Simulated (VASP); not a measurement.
# Be in VASP: reference runs

Reference runs on Be: the cell as given.

All numbers are computed with VASP 6.6.1; they aren't measurements. Logs are shortened: lines on timing, memory, paths and dates and some standing lists are left out, and cuts for length are marked.

### Step 1. The cell of the first run

The cell holds a slab with vacuum, 9 atoms: a = 2.300 Å, b = 2.300 Å, c = 29.404 Å, α = 90.00°, β = 90.00°, γ = 120.00°.

The slab is cut from a database's or a generator's crystal, which needn't be the stable form of the element.

### Step 2. Single point, PBE (the (0 0 1) slab of Be, cut from the database cell, not relaxed)

Input file INCAR:

```
ALGO = Normal
DIPOL = 0.5 0.5 0.500
EDIFF = 1E-7
ENCUT = 520
GGA = PE
IDIPOL = 3
ISIF = 2
ISMEAR = -1
LASPH = T
LCHARG = T
LDIPOL = T
LELF = T
LREAL = F
LVACPOTAV = T
LVHAR = T
LWAVE = F
NBANDS = 19
NELM = 80
PREC = Accurate
SIGMA = 0.05
```

Input file KPOINTS:

```
k-points
0
Gamma
  13 13 1
```

Input file POSCAR:

```
Be
1.0
    2.2995019849      0.0000000000      0.0000000000
   -1.1497509924      1.9914271350      0.0000000000
    0.0000000000      0.0000000000     29.4036000000
Be
9
Direct
    0.6666666667      0.3333333334      0.2550708077
    0.3333333333      0.6666666666      0.3163031057
    0.6666666667      0.3333333334      0.3775354038
    0.3333333333      0.6666666666      0.4387677019
    0.6666666667      0.3333333334      0.5000000000
    0.3333333333      0.6666666666      0.5612322981
    0.6666666667      0.3333333334      0.6224645962
    0.3333333333      0.6666666666      0.6836968943
    0.6666666667      0.3333333334      0.7449291923
```

Potentials or basis: VASP PAW PBE potentials, release 64 (Be).

On the command line:

```sh
cat potpaw_PBE.64/Be/POTCAR > POTCAR
mpirun -np 1 vasp_std > vasp.out
```

OUTCAR:

```text
EDIFF = 1E-7
   ENCUT = 520
   GGA = PE
   ISIF = 2
   ISMEAR = -1
   LASPH = T
   LREAL = F
   NELM = 80
   PREC = Accurate

 ion  position               nearest neighbor table
   1  0.667  0.333  0.255-   2 2.24   2 2.24   2 2.24
   2  0.333  0.667  0.316-   1 2.24   1 2.24   1 2.24   3 2.24   3 2.24   3 2.24
   3  0.667  0.333  0.378-   4 2.24   2 2.24   4 2.24   2 2.24   4 2.24   2 2.24
   4  0.333  0.667  0.439-   3 2.24   5 2.24   3 2.24   5 2.24   3 2.24   5 2.24
   5  0.667  0.333  0.500-   4 2.24   6 2.24   4 2.24   6 2.24   4 2.24   6 2.24
   6  0.333  0.667  0.561-   7 2.24   5 2.24   7 2.24   5 2.24   7 2.24   5 2.24
   7  0.667  0.333  0.622-   6 2.24   8 2.24   6 2.24   8 2.24   6 2.24   8 2.24
   8  0.333  0.667  0.684-   9 2.24   9 2.24   9 2.24   7 2.24   7 2.24   7 2.24
   9  0.667  0.333  0.745-   8 2.24   8 2.24   8 2.24

  LATTYP: Found a hexagonal cell.
 ALAT       =     2.2995019849
 C/A-ratio  =    12.7869426481

  Lattice vectors:

 A1 = (   2.2995019849,   0.0000000000,   0.0000000000)
 A2 = (  -1.1497509924,   1.9914271350,   0.0000000000)
 A3 = (   0.0000000000,   0.0000000000,  29.4036000000)

Analysis of symmetry for initial positions (statically):
=====================================================================
 Subroutine PRICEL returns:
 Original cell was already a primitive cell.

 Routine SETGRP: Setting up the symmetry group for a
 hexagonal supercell.

 Subroutine GETGRP returns: Found 12 space group operations
 (whereof 12 operations were pure point group operations)
 out of a pool of 24 trial point group operations.

The static configuration has the point symmetry D_3h.

Analysis of symmetry for dynamics (positions and initial velocities):
=====================================================================
 Subroutine PRICEL returns:
 Original cell was already a primitive cell.

 Routine SETGRP: Setting up the symmetry group for a
 hexagonal supercell.

 Subroutine GETGRP returns: Found 12 space group operations
 (whereof 12 operations were pure point group operations)
 out of a pool of 24 trial point group operations.

The dynamic configuration has the point symmetry D_3h.

 Subroutine INISYM returns: Found 12 space group operations
 (whereof 12 operations are pure point group operations),
 and found     1 'primitive' translations

----------------------------------------------------------------------------------------

                                     Primitive cell

  volume of cell :     134.6476

  direct lattice vectors                    reciprocal lattice vectors
     2.299501985  0.000000000  0.000000000     0.434876772  0.251076221  0.000000000
    -1.149750992  1.991427135  0.000000000     0.000000000  0.502152443  0.000000000
     0.000000000  0.000000000 29.403600000     0.000000000  0.000000000  0.034009441

  length of vectors
     2.299501985  2.299501985 29.403600000     0.502152443  0.502152443  0.034009441

  position of ions in fractional coordinates (direct lattice)
     0.666666667  0.333333333  0.255070808
     0.333333333  0.666666667  0.316303106
     0.666666667  0.333333333  0.377535404
     0.333333333  0.666666667  0.438767702
     0.666666667  0.333333333  0.500000000
     0.333333333  0.666666667  0.561232298
     0.666666667  0.333333333  0.622464596
     0.333333333  0.666666667  0.683696894
     0.666666667  0.333333333  0.744929192

  ion indices of the primitive-cell ions
   primitive index   ion index
                 1           1
                 2           2
                 3           3
                 4           4
                 5           5
                 6           6
                 7           7
                 8           8
                 9           9

----------------------------------------------------------------------------------------

 KPOINTS: k-points

Automatic generation of k-mesh.
 Grid dimensions read from file:
 generate k-points for:   13   13    1

 Generating k-lattice:

  Cartesian coordinates                     Fractional coordinates (reciprocal lattice)
     0.033452059  0.019313555  0.000000000     0.076923077 -0.000000000  0.000000000
     0.000000000  0.038627111  0.000000000     0.000000000  0.076923077  0.000000000
     0.000000000  0.000000000  0.034009441     0.000000000  0.000000000  1.000000000

  Length of vectors
     0.038627111  0.038627111  0.034009441

  Shift w.r.t. Gamma in fractional coordinates (k-lattice)
     0.000000000  0.000000000  0.000000000

 Subroutine IBZKPT returns following result:
 ===========================================

 Found     21 irreducible k-points:

 Following reciprocal coordinates:
            Coordinates               Weight
  0.000000  0.000000  0.000000      1.000000
  0.076923  0.000000  0.000000      6.000000
  0.153846  0.000000  0.000000      6.000000
  0.230769  0.000000  0.000000      6.000000
  0.307692  0.000000  0.000000      6.000000
  0.384615  0.000000  0.000000      6.000000
[... 13 lines left out ...]
  0.384615  0.230769  0.000000      6.000000
  0.307692  0.307692  0.000000      6.000000
   k-points           NKPTS =     21   k-points in BZ     NKDIM =     21   number of bands    NBANDS=     19
   number of dos      NEDOS =    301   number of ions     NIONS =      9
   total plane-waves  NPLWV =  72576
   dimension x,y,z NGX =    18 NGY =   18 NGZ =  224
   dimension x,y,z NGXF=    36 NGYF=   36 NGZF=  448
   ions per type =               9
   NGX,Y,Z   is equivalent  to a cutoff of  13.01, 13.01, 12.66 a.u.
   NGXF,Y,Z  is equivalent  to a cutoff of  26.03, 26.03, 25.33 a.u.
 SYSTEM =  unknown system
   PREC   = accura    normal or accurate (medium, high low for compatibility)
   ISTART =      0    job   : 0-new  1-cont  2-samecut
   ICHARG =      2    charge: 1-file 2-atom 10-const
   ISPIN  =      1    spin polarized calculation?
   LNONCOLLINEAR =      F non collinear calculations
   LSORBIT =      F    spin-orbit coupling
   LASPH  =      T    aspherical Exc in radial PAW
   ENCUT  =  520.0 eV  38.22 Ry    6.18 a.u.   4.28  4.28 54.67*2*pi/ulx,y,z
   NELM   =     80;   NELMIN=  2; NELMDL= -5     # of ELM steps
   EDIFF  = 0.1E-06   stopping-criterion for ELM
   LREAL  =      F    real-space projection
[... 7 lines left out ...]
   TEBEG  =    0.0;   TEEND  =   0.0 temperature during run
   PSTRESS=    0.0 pullay stress
   NELECT =      18.0000    total number of electrons
   NUPDOWN=      -1.0000    fix difference up-down
   EMIN   =  10.00;   EMAX   =-10.00  energy-range for DOS
   EFERMI =   0.00;   METHOD = LEGACY
   ISMEAR =    -1;   SIGMA  =   0.05  broadening in eV -4-tet -1-fermi 0-gaus
   EFERMI_NEDOS =   21; number of points for ismear=-14 and -15
   IALGO  =     38    algorithm
   IMIX   =      4    mixing-type and parameters
     AMIX     =   0.40;   BMIX     =  1.00
     AMIX_MAG =   1.60;   BMIX_MAG =  1.00
  volume/ion in A,a.u.               =      14.96       100.96
  Fermi-wavevector in a.u.,A,eV,Ry     =   0.837078  1.581849  9.533604  0.700700
  Thomas-Fermi vector in A             =   1.950909
   LORBIT       =      0    0 simple, 1 ext, 2 COOP (PROOUT), +10 PAW based schemes
   GGA     = PE    functional components
   LHFCALC =     F    Hartree Fock is set to
   AEXX    =    0.0000 exact exchange contribution
   IVDW    =     0    specifies the selected vdW correction
   LEPSILON=     F    determine dielectric tensor
   LRPA    =     F    only Hartree local field effects (RPA)
 non-spin polarized calculation
  energy-cutoff  :      520.00
  volume of cell :      134.65
 maximum number of plane-waves:      3727
 NGX is ok and might be reduce to    18
   NGX =  9   NGY =  9   NGZ =109

 number of electron      18.0000000 magnetization

 dipolmoment           0.000000      0.000000     -0.000000 electrons x Angstroem

 Free energy of the ion-electron system (eV)
  ---------------------------------------------------
  ext. energy  EPLUGINS =         0.00000000
  ---------------------------------------------------
  free energy    TOTEN  =       -32.79030934 eV

  energy without entropy =      -32.76806810  energy(sigma->0) =      -32.77918872

 E-fermi :   1.1590     XC(G=0):  -6.4419

 val. band max:        1.1516936565   @ k =   0.3077   0.2308   0.0000
 cond. band min:       1.1923749554   @ k =   0.2308   0.0769   0.0000
 fundamental gap:      0.0406812989
 Fermi energy:         1.1590231414

 k-point     1 :       0.0000    0.0000    0.0000
  band No.  band energies     occupation
      1      -9.6454      2.00000
      2      -9.2272      2.00000
      3      -8.6836      2.00000
      4      -7.9802      2.00000
      5      -7.1104      2.00000
      6      -6.0715      2.00000
[... 11 lines left out ...]
     18      10.4594      0.00000
     19      10.4784      0.00000

 k-point     2 :       0.0769    0.0000    0.0000
  band No.  band energies     occupation
      1      -9.4783      2.00000
      2      -9.0598      2.00000
      3      -8.5157      2.00000
      4      -7.8113      2.00000
      5      -6.9399      2.00000
      6      -5.8979      2.00000
[... 11 lines left out ...]
     18      10.5902      0.00000
     19      10.6520      0.00000

 k-point     3 :       0.1538    0.0000    0.0000
  band No.  band energies     occupation
      1      -8.9768      2.00000
      2      -8.5577      2.00000
      3      -8.0123      2.00000
      4      -7.3057      2.00000
      5      -6.4303      2.00000
      6      -5.3807      2.00000
[... 11 lines left out ...]
     18      10.9224      0.00000
     19      11.1175      0.00000

 k-point     4 :       0.2308    0.0000    0.0000
  band No.  band energies     occupation
      1      -8.1412      2.00000
      2      -7.7221      2.00000
      3      -7.1764      2.00000
      4      -6.4688      2.00000
      5      -5.5908      2.00000
      6      -4.5341      2.00000
[... 11 lines left out ...]
     18       9.8637      0.00000
     19      10.2934      0.00000

 k-point     5 :       0.3077    0.0000    0.0000
  band No.  band energies     occupation
      1      -6.9761      2.00000
      2      -6.5599      2.00000
      3      -6.0187      2.00000
      4      -5.3174      2.00000
      5      -4.4478      2.00000
      6      -3.4000      2.00000
[... 11 lines left out ...]
     18       8.9804      0.00000
     19       9.0742      0.00000
[... 268 lines left out ...]
      2      -4.7121      2.00000
      3      -4.1829      2.00000
      4      -3.5006      2.00000
      5      -2.6602      2.00000
      6      -1.6542      2.00000
[... 11 lines left out ...]
     18       6.7507      0.00000
     19       6.8917      0.00000

 k-point    19 :       0.3077    0.2308    0.0000
  band No.  band energies     occupation
      1      -3.4711      2.00000
      2      -3.0764      2.00000
      3      -2.5768      2.00000
      4      -1.9507      2.00000
      5      -1.2137      2.00000
      6      -0.3967      2.00000
[... 11 lines left out ...]
     18       6.2146      0.00000
     19       6.2642      0.00000

 k-point    20 :       0.3846    0.2308    0.0000
  band No.  band energies     occupation
      1      -2.0317      2.00000
      2      -1.6452      2.00000
      3      -1.2054      2.00000
      4      -0.7982      2.00000
      5      -0.7159      2.00000
      6      -0.5625      2.00000
[... 11 lines left out ...]
     18       6.5273      0.00000
     19       7.0101      0.00000

 k-point    21 :       0.3077    0.3077    0.0000
  band No.  band energies     occupation
      1      -1.6963      2.00000
      2      -1.3026      2.00000
      3      -0.8400      2.00000
      4      -0.3389      2.00000
      5       0.1270      2.00000
      6       0.5213      1.99999
[... 11 lines left out ...]
     18       7.0878      0.00000
     19       7.0961      0.00000

------------------------ aborting loop because EDIFF is reached ----------------------------------------

  FORCE on cell =-STRESS in cart. coord.  units (eV):
  Direction    XX          YY          ZZ          XY          YZ          ZX
  --------------------------------------------------------------------------------------
  -------------------------------------------------------------------------------------
  Total       -3.8863758     -3.8863758     -0.3562953     -0.0000000     -0.0000000     -0.0000000
  in kB      -46.2441345    -46.2441345     -4.2395717     -0.0000000     -0.0000000     -0.0000000
  external PRESSURE =     -32.2426136 kB  Pullay stress =       0.0000000 kB

 VOLUME and BASIS-vectors are now :
 -----------------------------------------------------------------------------
  energy-cutoff  :      520.00
  volume of cell :      134.65
      direct lattice vectors                 reciprocal lattice vectors
     2.299501985  0.000000000  0.000000000     0.434876772  0.251076221  0.000000000
    -1.149750992  1.991427135  0.000000000     0.000000000  0.502152443  0.000000000
     0.000000000  0.000000000 29.403600000     0.000000000  0.000000000  0.034009441

 POSITION                                       TOTAL-FORCE (eV/Angst)
 -----------------------------------------------------------------------------------
      1.14975      0.66381      7.50000        -0.000000     -0.000000     -0.108740
      0.00000      1.32762      9.30045        -0.000000      0.000000      0.131235
      1.14975      0.66381     11.10090         0.000000      0.000000      0.063166
      0.00000      1.32762     12.90135         0.000000      0.000000      0.013391
      1.14975      0.66381     14.70180        -0.000000      0.000000      0.000000
      0.00000      1.32762     16.50225         0.000000      0.000000     -0.013391
      1.14975      0.66381     18.30270        -0.000000      0.000000     -0.063166
      0.00000      1.32762     20.10315         0.000000      0.000000     -0.131235
      1.14975      0.66381     21.90360         0.000000      0.000000      0.108740
 -----------------------------------------------------------------------------------
    total drift:                                0.000000      0.000000     -0.000000

  FREE ENERGIE OF THE ION-ELECTRON SYSTEM (eV)
  ---------------------------------------------------
  free  energy   TOTEN  =       -32.7903093431 eV

  energy  without entropy=      -32.7680681012  energy(sigma->0) =      -32.77918872

 vacuum level on the upper side and lower side of the slab         6.451         6.451
```

Wall time 86 s (1 thread of Intel Xeon Platinum 8259CL at 2.50GHz (Skylake/Cascade Lake), shared host); peak memory 0.25 GiB.

Results:

| Quantity | Value |
| --- | --- |
| Free energy | -32.7903 eV |
| Largest force | 0.131 eV/Å |
| Band gap on the k mesh | none (metal or under the smearing width) |
| Work function of the upper face | 5.29 eV |
| Work function of the lower face | 5.29 eV |

Forces on the atoms (eV/Å):
```
Be   0.000  0.000 -0.109
Be   0.000  0.000  0.131
Be   0.000  0.000  0.063
Be   0.000  0.000  0.013
Be   0.000  0.000  0.000
Be   0.000  0.000 -0.013
Be   0.000  0.000 -0.063
Be   0.000  0.000 -0.131
Be   0.000  0.000  0.109
```
